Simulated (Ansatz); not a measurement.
**ZnS under pressure**

The calculation used Ansatz 0.2.0, DFT PBE, scalar-relativistic, plane waves, PAW. (420 eV cutoff, 12×12×6 k-mesh, Gaussian smearing of 0.02 eV, no spin polarisation)

Reference structure (relaxed):

```
CELL_PARAMETERS angstrom
3.84407 0.00000 0.00000
-1.92203 3.32906 0.00000
0.00000 0.00000 6.30464
ATOMIC_POSITIONS crystal
Zn 0.33333 0.66667 0.00027
Zn 0.66667 0.33333 0.50027
S 0.33333 0.66667 0.37473
S 0.66667 0.33333 0.87473
```

Cell and atoms are relaxed at each pressure within the symmetry of the start, at zero temperature, so transitions that lower the symmetry aren't seen. The k-mesh given is that at zero pressure and may differ at others. a, b and c are the lengths of the cell vectors above. Gaps are Kohn–Sham gaps over the whole zone.

```csv
P (GPa),V (Å³/atom),V/V0,a (Å),b (Å),c (Å)
-2,20.82,1.032,3.886,3.886,6.368
0,20.17,1.000,3.844,3.844,6.305
2,19.64,0.974,3.809,3.809,6.252
5,18.94,0.939,3.762,3.762,6.181
10,18.03,0.894,3.698,3.698,6.091
20,16.69,0.827,3.596,3.596,5.959
40,14.95,0.741,3.446,3.446,5.816
```

**Question.** What bulk modulus and pressure derivative fit these points?

**Answer.** A third-order Birch–Murnaghan fit gives B0 = 70 GPa and B0' = 4.3.

**Question.** Which cell vector or vectors give way most up to 40 GPa?

**Answer.** a and b: the changes are a -10.4 %, b -10.4 %, c -7.7 %.

**Question.** What does pressure do to the gap?

**Answer.** The gaps are 1.94 eV at -2 GPa, 2.08 eV at 0 GPa, 2.20 eV at 2 GPa, 2.36 eV at 5 GPa, 2.58 eV at 10 GPa, 2.91 eV at 20 GPa, 2.90 eV at 40 GPa.